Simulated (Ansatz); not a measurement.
# As (Pm-3m) in Ansatz: notebook

Aim: see how the results for As move with the level of theory and the settings. Levels: RPBE+D4, revPBE+D3(BJ), revPBE+D4, BLYP+D3(BJ), BLYP+D4. Tasks: relaxation of cell and atoms.

Program: Ansatz 0.2.0. These are calculated values, not measurements. Logs are shortened: lines on timing, memory, paths and dates and some standing lists are left out, and cuts for length are marked.

## Step 1: Starting point

It takes space group Pm-3m (No. 221, cubic). Conventional cell: a = 2.704 Å, b = 2.704 Å, c = 2.704 Å, α = 90.00°, β = 90.00°, γ = 90.00°. As (site symmetry m-3m) has 6 As at 2.70 Å as nearest neighbours.

This isn't the form of As at room conditions, which is rhombohedral.

## Step 2: Relaxation of cell and atoms, RPBE+D4

File input.yaml:

```yaml
crystal:
  lattice:
    - [2.7036817444, 0.0, 0.0]
    - [0.0, 2.7036817444, 0.0]
    - [0.0, 0.0, 2.7036817444]
  atoms:
    - { symbol: As, position: [0.5, 0.5, 0.5] }
hamiltonian:
  xc: rpbe
  pseudopotentials: { kind: paw }
  dispersion: d4
kpoints:
  mp_grid: { grid: [10, 10, 10] }
scf:
  occupations: { method: fermi_dirac, width: 0.05 }
output:
  forces: true
  stress: true
  eigenvalues: true
  write_density: true
  write_potential: true
  elf: true
  volumetric_format: npy
relax:
  f_tol: 0.01
  max_steps: 40
  cell: { stress_tol: 0.05 }
```

Potentials or basis: Ansatz PAW.

The run is started by

```bash
ansatz run input.yaml --threads 2 --pin off --max-ram 5632MiB --backend cpu --events-out ev --progress --plain --runs-dir out
```

The log of the run:

```text
Warning: RAYON_NUM_THREADS=2 ignored (pool sized by the plan → 2); use --threads N
Engine: ansatz 0.2.0, aarch64-unknown-linux-gnu
Pseudopotentials: kind: paw
Pseudopotential: As, paw, valence charge 15, recommended cutoff 420 eV (normal), As.paw.azcp
Functional definition: RPBE
  parameter kappa = 0.804
  parameter beta = 0.06672455060314922
  exchange = rpbe_x(kappa = kappa, mu = beta*pi^2/3)
  correlation = pbe_c(beta = beta)
Crystal: 1 atoms, lattice volume = 19.764 Å³
Basis set: ecut = 420 eV, 389 PW (Γ), exchange–correlation on 40×40×40 points (8 copies of the dense FFT grid, shifted against one another)
Bands: 12, of which v1, the nominal top of the filled ones, is band 8 counted from 1 (7 counted from 0)
Symmetry: 48 space group operations
Space group: Pm-3m (ITA 221), of the structure as read, at distance tolerance 2.7e-5 Å
k-points: 56 of 1000
Non-local potential: As, projectors of the file, l = 0: 2, l = 1: 2, l = 2: 3, l = 3: 1
PAW form: soft (Blöchl's): semilocal exchange-correlation on the pseudo side does not see the compensation charge
PAW frozen core: As, regenerated for the run's functional, and the local potential with it (the file was generated under x = pbe(κ = 0.804, μ = 0.2195149727645171), c = pbe(β = 0.06672455060314922))
PAW one-centre angular grid: As, 590 points (default); XC on 64 Gauss nodes
Initial density: superposition of atomic densities (neutral atoms: chi_scale 0, normalization atom), corrected by the library's trained network
Initial wavefunctions: pseudopotential atomic-orbital guess
Functional: x = rpbe, c = pbe(β = 0.06672455060314922)
SCF iter   1: F=—  HF=-4862.828566 eV  |F-HF|=—  |Δ(HF+E_count)|=         —  Δρ=2.21e-3  dr2=4.28e-4  ethr=1.77e-3  ⟨swp⟩=5.5  Hψ=3988  notcnv=0
preconditioner: auto → none  [insulator: Δε(μ)=0.137 eV  Ē_g=15.084 eV  σ=0.050 eV  W_gap=0.50  n_scr=6 (ndim 8)  ℏωp=18.7 eV  f_vac=0.001  D(μ)=0.29/eV (n_scr^D=0)  ε∞_Penn≈2.5]
SCF iter   2: F=—  HF=-4862.828616 eV  |F-HF|=—  |Δ(HF+E_count)|=   4.97e-5  Δρ=1.23e-3  dr2=1.36e-4  ethr=2.85e-6  ⟨swp⟩=2.0  Hψ=1527  notcnv=0
SCF iter   3: F=—  HF=-4862.828724 eV  |F-HF|=—  |Δ(HF+E_count)|=   1.08e-4  Δρ=3.51e-4  dr2=1.37e-5  ethr=9.07e-7  ⟨swp⟩=2.2  Hψ=803  notcnv=0
SCF iter   4: F=—  HF=-4862.828739 eV  |F-HF|=—  |Δ(HF+E_count)|=   1.54e-5  Δρ=3.86e-5  dr2=3.56e-7  ethr=9.13e-8  ⟨swp⟩=2.7  Hψ=1037  notcnv=0
iter 5 did not close the SCF: its close was put off for the readings that it lacked (scf_convergence_deferred on its scf_iter line)
SCF iter   5: F=-4862.828739 eV  HF=-4862.828739 eV  |F-HF|=5.41e-8  |Δ(HF+E_count)|=   1.27e-7  Δρ=1.47e-5  dr2=4.82e-8  ethr=2.38e-9  ⟨swp⟩=2.3  Hψ=1031  notcnv=0
SCF iter   6: F=-4862.828739 eV  HF=-4862.828739 eV  |F-HF|=2.51e-9  |Δ(HF+E_count)|=   2.94e-8  Δρ=3.05e-6  dr2=1.93e-9  ethr=3.21e-10  ⟨swp⟩=5.5  Hψ=3515  notcnv=0
SCF 1 converged in 6 iterations: F = -4862.828739 eV  dr2 = 1.93e-9
relax step   1: F+E_penalty+E_count = -4862.82873907 eV  Δ(F+E_penalty+E_count) = +0.000e0 eV  max|allowed force component| = 0.000e0 eV/Å  Δτ_max = 0.0000 Å  P = -4.217 GPa  Ω = 19.764 Å³  (6 SCF iters, dr2 threshold 1.00e-7 eV, accepted)
Crystal: 1 atoms, lattice volume = 18.453 Å³
Basis set: ecut = 420 eV, 365 PW (Γ), exchange–correlation on 40×40×40 points (8 copies of the dense FFT grid, shifted against one another)
Initial density: handed on by an earlier stage of this run
Initial wavefunctions: those handed on with the density
iter 1 solved again at ethr=6.87e-6 eV; its pass at ethr=3.10e-3 eV (dr2=1.03e-3 eV) is discarded
SCF iter   1: F=—  HF=-4862.838829 eV  |F-HF|=—  |Δ(HF+E_count)|=         —  Δρ=2.32e-3  dr2=1.03e-3  ethr=6.87e-6  ⟨swp⟩=1.7  Hψ=5006  notcnv=0
preconditioner: auto → none  [insulator: Δε(μ)=0.186 eV  Ē_g=15.634 eV  σ=0.050 eV  W_gap=0.64  n_scr=6 (ndim 8)  ℏωp=19.3 eV  f_vac=0.000  D(μ)=0.27/eV (n_scr^D=0)  ε∞_Penn≈2.5]
SCF iter   2: F=—  HF=-4862.839071 eV  |F-HF|=—  |Δ(HF+E_count)|=   2.42e-4  Δρ=1.20e-3  dr2=2.46e-4  ethr=6.86e-6  ⟨swp⟩=1.9  Hψ=882  notcnv=0
SCF iter   3: F=—  HF=-4862.839217 eV  |F-HF|=—  |Δ(HF+E_count)|=   1.46e-4  Δρ=1.69e-4  dr2=5.14e-6  ethr=1.64e-6  ⟨swp⟩=2.3  Hψ=854  notcnv=0
SCF iter   4: F=—  HF=-4862.839206 eV  |F-HF|=—  |Δ(HF+E_count)|=   1.08e-5  Δρ=4.12e-5  dr2=1.47e-7  ethr=3.43e-8  ⟨swp⟩=2.0  Hψ=1094  notcnv=0
SCF iter   5: F=-4862.839207 eV  HF=-4862.839207 eV  |F-HF|=1.94e-9  |Δ(HF+E_count)|=   3.67e-7  Δρ=2.78e-6  dr2=6.74e-10  ethr=6.67e-10  ⟨swp⟩=8.1  Hψ=3957  notcnv=0
SCF 2 converged in 5 iterations: F = -4862.839207 eV  dr2 = 6.74e-10
relax step   2: F+E_penalty+E_count = -4862.83920672 eV  Δ(F+E_penalty+E_count) = -1.047e-2 eV  max|allowed force component| = 0.000e0 eV/Å  Δτ_max = 0.0000 Å  P = +2.138 GPa  Ω = 18.453 Å³  energy of the carried Pulay correction = +1.788e-4 eV  (5 SCF iters, dr2 threshold 1.00e-7 eV, accepted)
Crystal: 1 atoms, lattice volume = 18.874 Å³
iter 1 solved again at ethr=8.46e-7 eV; its pass at ethr=3.10e-3 eV (dr2=1.27e-4 eV) is discarded
SCF iter   1: F=—  HF=-4862.841580 eV  |F-HF|=—  |Δ(HF+E_count)|=         —  Δρ=7.74e-4  dr2=1.20e-4  ethr=8.46e-7  ⟨swp⟩=2.1  Hψ=4947  notcnv=0
preconditioner: auto → none  [insulator: Δε(μ)=0.196 eV  Ē_g=15.451 eV  σ=0.050 eV  W_gap=0.67  n_scr=6 (ndim 8)  ℏωp=19.1 eV  f_vac=0.001  D(μ)=0.28/eV (n_scr^D=0)  ε∞_Penn≈2.5]
SCF iter   2: F=—  HF=-4862.841615 eV  |F-HF|=—  |Δ(HF+E_count)|=   3.53e-5  Δρ=4.04e-4  dr2=2.95e-5  ethr=7.99e-7  ⟨swp⟩=2.0  Hψ=996  notcnv=0
SCF iter   3: F=—  HF=-4862.841630 eV  |F-HF|=—  |Δ(HF+E_count)|=   1.49e-5  Δρ=5.81e-5  dr2=6.34e-7  ethr=1.97e-7  ⟨swp⟩=2.3  Hψ=877  notcnv=0
SCF iter   4: F=-4862.841629 eV  HF=-4862.841629 eV  |F-HF|=3.88e-8  |Δ(HF+E_count)|=   3.79e-7  Δρ=1.42e-5  dr2=1.79e-8  ethr=6.67e-10  ⟨swp⟩=8.3  Hψ=4913  notcnv=0
SCF 3 converged in 4 iterations: F = -4862.841629 eV  dr2 = 1.79e-8
  Residual-converged pass: ⟨swp⟩=1.0  Hψ=897  notcnv=0  max |occ|·‖R‖ = 7.0e-9 eV (tolerance 1.0e-8 eV)  dr2=1.79e-8  dr2_onsite=1.24e-9  max |Δocc| = 3.5e-11
relax step   3: F+E_penalty+E_count = -4862.84162939 eV  Δ(F+E_penalty+E_count) = -2.423e-3 eV  max|allowed force component| = 0.000e0 eV/Å  Δτ_max = 0.0000 Å  P = -0.199 GPa  Ω = 18.874 Å³  energy of the carried Pulay correction = +1.200e-4 eV  (4 SCF iters, dr2 threshold 1.00e-7 eV, accepted)
Crystal: 1 atoms, lattice volume = 18.837 Å³
iter 1 solved again at ethr=5.81e-9 eV; its pass at ethr=3.10e-3 eV (dr2=8.72e-7 eV) is discarded
SCF iter   1: F=—  HF=-4862.841663 eV  |F-HF|=—  |Δ(HF+E_count)|=         —  Δρ=6.44e-5  dr2=8.20e-7  ethr=5.81e-9  ⟨swp⟩=2.1  Hψ=4779  notcnv=0
preconditioner: auto → none  [insulator: Δε(μ)=0.194 eV  Ē_g=15.467 eV  σ=0.050 eV  W_gap=0.66  n_scr=6 (ndim 8)  ℏωp=19.1 eV  f_vac=0.000  D(μ)=0.28/eV (n_scr^D=0)  ε∞_Penn≈2.5]
SCF iter   2: F=—  HF=-4862.841658 eV  |F-HF|=—  |Δ(HF+E_count)|=   4.77e-6  Δρ=3.25e-5  dr2=1.86e-7  ethr=5.47e-9  ⟨swp⟩=2.0  Hψ=1028  notcnv=0
SCF iter   3: F=-4862.841658 eV  HF=-4862.841658 eV  |F-HF|=8.15e-9  |Δ(HF+E_count)|=   7.72e-8  Δρ=4.60e-6  dr2=3.94e-9  ethr=6.58e-10  ⟨swp⟩=7.3  Hψ=3792  notcnv=0
SCF 4 converged in 3 iterations: F = -4862.841658 eV  dr2 = 3.94e-9
relax step   4: F+E_penalty+E_count = -4862.84165791 eV  Δ(F+E_penalty+E_count) = -2.852e-5 eV  max|allowed force component| = 0.000e0 eV/Å  Δτ_max = 0.0000 Å  P = -0.007 GPa  Ω = 18.837 Å³  energy of the carried Pulay correction = +1.251e-4 eV  (3 SCF iters, dr2 threshold 9.87e-8 eV, accepted)
Basis set: ecut = 420 eV, 365 PW (Γ), exchange–correlation on 36×36×36 points (8 copies of the dense FFT grid, shifted against one another)
Initial wavefunctions: pseudopotential atomic-orbital guess (no wavefunctions were taken with the density)
iter 1 solved again at ethr=1.54e-8 eV; its pass at ethr=3.10e-3 eV (dr2=2.32e-6 eV) is discarded
SCF iter   1: F=—  HF=-4862.841521 eV  |F-HF|=—  |Δ(HF+E_count)|=         —  Δρ=2.45e-5  dr2=2.66e-8  ethr=1.54e-8  ⟨swp⟩=2.9  Hψ=5772  notcnv=0
preconditioner: auto → none  [insulator: Δε(μ)=0.195 eV  Ē_g=15.467 eV  σ=0.050 eV  W_gap=0.66  n_scr=6 (ndim 8)  ℏωp=19.1 eV  f_vac=0.000  D(μ)=0.28/eV (n_scr^D=0)  ε∞_Penn≈2.5]
SCF iter   2: F=—  HF=-4862.841539 eV  |F-HF|=—  |Δ(HF+E_count)|=   1.80e-5  Δρ=1.68e-5  dr2=2.03e-8  ethr=1.77e-10  ⟨swp⟩=2.0  Hψ=1095  notcnv=0
SCF iter   3: F=—  HF=-4862.841539 eV  |F-HF|=—  |Δ(HF+E_count)|=   1.92e-8  Δρ=5.97e-6  dr2=2.06e-9  ethr=1.36e-10  ⟨swp⟩=1.9  Hψ=781  notcnv=0
SCF iter   4: F=—  HF=-4862.841539 eV  |F-HF|=—  |Δ(HF+E_count)|=   3.75e-9  Δρ=7.28e-7  dr2=5.12e-11  ethr=1.37e-11  ⟨swp⟩=3.0  Hψ=1098  notcnv=0
SCF iter   5: F=-4862.841539 eV  HF=-4862.841539 eV  |F-HF|=9.09e-13  |Δ(HF+E_count)|=  3.00e-11  Δρ=1.96e-8  dr2=3.16e-14  ethr=1.00e-12  ⟨swp⟩=4.8  Hψ=2213  notcnv=0
SCF 5 converged in 5 iterations: F = -4862.841539 eV  dr2 = 3.16e-14
relax step   5: F+E_penalty+E_count = -4862.84153889 eV  Δ(F+E_penalty+E_count) = +1.190e-4 eV  max|allowed force component| = 0.000e0 eV/Å  Δτ_max = 0.0000 Å  P = -0.009 GPa  Ω = 18.837 Å³  stress off target by 8.75e-3 GPa  SCF on the basis re-selected at this cell (its energy is not comparable with the rows above)  (5 SCF iters)
basis re-selected at this cell: Δ(F+E_penalty+E_count) = +1.190e-4 eV, ΔP = -0.001 GPa vs the last step (what re-selecting the basis moved, of the pressure what is left beyond the Pulay correction that the steps carried, after the strain that the cell walked since its last selection, with what the two solves' SCF thresholds leave and, on support functions, any second-order correction that the steps lacked; it is no measure of the basis error at this ecutwfc). The dense FFT grid was sized anew with the basis: this SCF ran on 18×18×18 points, the steps before it on 20×20×20, so part of this shift can come from that change (see relax.cell in the input reference). This SCF's stress stands 8.75e-3 GPa from its target on what of the cell is left free (relax.cell.stress_tol is 5.00e-2 GPa) and its largest allowed force component is 0.00e0 eV/Å (relax.f_tol is 1.00e-2 eV/Å): within both
SCF converged after 5 iterations
Free energy (F): -4862.841539 eV
Harris-Foulkes:  -4862.841539 eV  (|F-HF|=9.09e-13)
Internal energy: -4862.839244 eV  (E = F + TS)
E sigma→0 (E₀):  -4862.840392 eV
Entropy (-TS):   -0.002294 eV (-2.294 meV/atom)
Fermi energy:    12.635327 eV
--- Per-component energies (eV) ---
  E_band       = -202.050147
  E_kinetic    = 103.386756
  E_local      = -1502.931250  (includes V_loc(G=0)·N_el)
  E_nonlocal   = -671.945620
  E_hartree    = 857.400859
  E_xc         = -79.740184
  E_vxc        = -79.825708  (∫ρ·V_xc dr)
  E_paw        = -1840.304936  (= ΣΔE_a)
  E_vpaw       = 234.463944  (= ΣTr[D̂ρ^β])
  E_aug_tail   = 0.000009  (compensation charges beyond the density's cutoff)
  E_ewald      = -1727.436818
  E_disp       = -1.033906  (pairwise vdW)
  E_core_change = -0.234155  (= ΣΔE_core)
  E_smearing   = -0.002294  (= −TS)
  E_closure    = 0.000000  (closes the sum)
  Σ components = -4862.841539   (vs F -4862.841539, Δ=0.00e0)
--- Forces (eV/Å), atoms counted from 1 ---
  atom   1  As    -0.00000000     0.00000000     0.00000000
  max |Σ_I F_I| component: 3.29e-32 eV/Å
--- Stress (GPa, compression-positive) ---
       -0.008749       0.000000      -0.000000
        0.000000      -0.008749       0.000000
       -0.000000       0.000000      -0.008749
  P = ⅓ Tr σ = -0.0087 GPa (-0.087 kbar)
--- Band table (eV; the first three rows and the last of 56) ---
  k-point 0: bands = ["-23.4378", "-23.4378", "-23.3172", "-23.3172", "-23.3172", "-2.7674", "17.0102", "17.0102", "17.0102", "21.2484", "21.2484", "23.7476"]
  k-point 1: bands = ["-23.4373", "-23.4277", "-23.3202", "-23.3202", "-23.3170", "-2.5741", "14.8273", "17.1828", "17.1828", "21.4225", "22.6635", "25.0418"]
  k-point 2: bands = ["-23.4361", "-23.4011", "-23.3281", "-23.3281", "-23.3164", "-2.0035", "11.6175", "17.6772", "17.6772", "21.9337", "23.6012", "28.7585"]
  k-point 55: bands = ["-23.3836", "-23.3836", "-23.3836", "-23.2676", "-23.2676", "8.1502", "10.7247", "10.7247", "10.7247", "18.5254", "18.5254", "18.5254"]
--- Relaxed structure (4 steps of the walk, 4 accepted, 1 SCFs on fresh bases) ---
  F+E_penalty+E_count = -4862.84153889 eV   max|allowed force component| = 0.000e0 eV/Å   (the final SCF, on the basis selected at the relaxed cell)
  cell:  # Å, volume = 18.8374 Å³
    - [2.6607680860881007, -2.246918268451775e-34, -2.5679065925163143e-34]
    - [2.8888949165808538e-34, 2.6607680860881007, 0.0]
    - [-2.5679065925163143e-34, 0.0, 2.6607680860881007]
  atoms:
    - { symbol: As, position: [0.5, 0.5, 0.5] }
```

It took 2.5 s on 2 threads of Arm Neoverse V2, shared host; peak memory 0.28 GiB.

What came out:

```yaml
Free_energy: -4862.8415 eV
Relaxed_volume: 18.84 Å³/atom
Relaxed_cell: a = 2.661 Å, b = 2.661 Å, c = 2.661 Å, α = 90.00°, β = 90.00°, γ = 90.00°
Space_group_after_relaxing_to_0.05_Å: Pm-3m (No. 221)
Energy_gained_by_relaxing: 12.8 meV/atom
Ionic_steps: 5
Pressure_after_relaxing: 0.0 GPa
Band_gap_on_the_k_mesh: none (metal or under the smearing width)
```

The path:
| step | energy change (eV) | largest force (eV/Å) | volume (Å³) |
| --- | --- | --- | --- |
| 1 | 0.0000 | 0.0000 | 19.76 |
| 2 | -0.0105 | 0.0000 | 18.45 |
| 3 | -0.0129 | 0.0000 | 18.87 |
| 4 | -0.0129 | 0.0000 | 18.84 |
| 5 | -0.0128 | 0.0000 | 18.84 |

Final structure:
```cif
data_structure
_symmetry_space_group_name_H-M 'P 1'
_symmetry_Int_Tables_number 1
_cell_length_a 2.6608
_cell_length_b 2.6608
_cell_length_c 2.6608
_cell_angle_alpha 90.000
_cell_angle_beta 90.000
_cell_angle_gamma 90.000
_cell_volume 18.84
loop_
_atom_site_label
_atom_site_type_symbol
_atom_site_fract_x
_atom_site_fract_y
_atom_site_fract_z
_atom_site_occupancy
As1 As 0.50000 0.50000 0.50000 1
```

Levels at points of the mesh, in eV from the Fermi level:
```tsv
k point	band 3	band 4	band 5	band 6	band 7	band 8	band 9	band 10	band 11	band 12
(0.00, 0.00, 0.00)	-35.95	-35.95	-35.95	-15.40	4.37	4.37	4.37	8.61	8.61	11.11
(0.00, 0.00, -0.50)	-35.98	-35.97	-35.95	-12.03	-7.31	6.86	6.86	11.52	14.51	15.26
(0.00, -0.50, -0.50)	-35.98	-35.98	-35.90	-8.47	-4.50	-4.50	2.34	9.24	17.48	18.30
(-0.50, -0.50, -0.50)	-36.02	-35.90	-35.90	-4.49	-1.91	-1.91	-1.91	5.89	5.89	5.89
```

Caveat: the plane-wave basis is chosen anew once the cell has moved, so the energies of steps on either side of that aren't comparable; pairwise dispersion overbinds metals, which lowers pressure and volume; the PAW data sets come from PBE, with cores solved anew for the run's functional, which leaves a small shift of forces and pressure.

## Step 3: Relaxation of cell and atoms, revPBE+D3(BJ)

Changes to input.yaml since step 2:

```diff
@@ -8,5 +8,5 @@
 hamiltonian:
-  xc: rpbe
+  xc: revpbe
   pseudopotentials: { kind: paw }
-  dispersion: d4
+  dispersion: d3bj
 kpoints:
@@ -19,6 +19,2 @@
   eigenvalues: true
-  write_density: true
-  write_potential: true
-  elf: true
-  volumetric_format: npy
 relax:
```

Potentials or basis: Ansatz PAW.

The run is started by

```bash
ansatz run input.yaml --threads 2 --pin off --max-ram 5632MiB --backend cpu --events-out ev --progress --plain --runs-dir out
```

Run time: 2.1 s. Hardware: 2 threads of Arm Neoverse V2, shared host; peak memory 0.27 GiB.

The run converged. Its results:

```
Free energy                            : -4861.0768 eV
Relaxed volume                         : 18.88 Å³/atom
Relaxed cell                           : a = 2.663 Å, b = 2.663 Å, c = 2.663 Å, α = 90.00°, β = 90.00°, γ = 90.00°
Space group after relaxing (to 0.05 Å) : Pm-3m (No. 221)
Energy gained by relaxing              : 11.3 meV/atom
Ionic steps                            : 5
Pressure after relaxing                : 0.0 GPa
Band gap on the k mesh                 : none (metal or under the smearing width)
```

The path:
```csv
step,energy change (eV),largest force (eV/Å),volume (Å³)
1,0.0000,0.0000,19.76
2,-0.0095,0.0000,18.54
3,-0.0114,0.0000,18.92
4,-0.0114,0.0000,18.88
5,-0.0113,0.0000,18.88
```

Final structure:
```cif
data_structure
_symmetry_space_group_name_H-M 'P 1'
_symmetry_Int_Tables_number 1
_cell_length_a 2.6630
_cell_length_b 2.6630
_cell_length_c 2.6630
_cell_angle_alpha 90.000
_cell_angle_beta 90.000
_cell_angle_gamma 90.000
_cell_volume 18.88
loop_
_atom_site_label
_atom_site_type_symbol
_atom_site_fract_x
_atom_site_fract_y
_atom_site_fract_z
_atom_site_occupancy
As1 As 0.50000 0.50000 0.50000 1
```

Levels at points of the mesh, in eV from the Fermi level:
| k point | band 4 | band 5 | band 6 | band 7 | band 8 | band 9 | band 10 | band 11 |
| --- | --- | --- | --- | --- | --- | --- | --- | --- |
| (0.00, 0.00, 0.00) | -35.95 | -35.95 | -15.38 | 4.36 | 4.36 | 4.36 | 8.62 | 8.62 |
| (0.00, 0.00, -0.50) | -35.96 | -35.94 | -12.02 | -7.29 | 6.83 | 6.83 | 11.52 | 14.47 |
| (0.00, -0.50, -0.50) | -35.97 | -35.90 | -8.48 | -4.48 | -4.48 | 2.35 | 9.19 | 17.45 |
| (-0.50, -0.50, -0.50) | -35.90 | -35.90 | -4.52 | -1.90 | -1.90 | -1.90 | 5.90 | 5.90 |

Caveat: the plane-wave basis is chosen anew once the cell has moved, so the energies of steps on either side of that aren't comparable; pairwise dispersion overbinds metals, which lowers pressure and volume; the PAW data sets come from PBE, with cores solved anew for the run's functional, which leaves a small shift of forces and pressure.

[end of part 1 of 2]
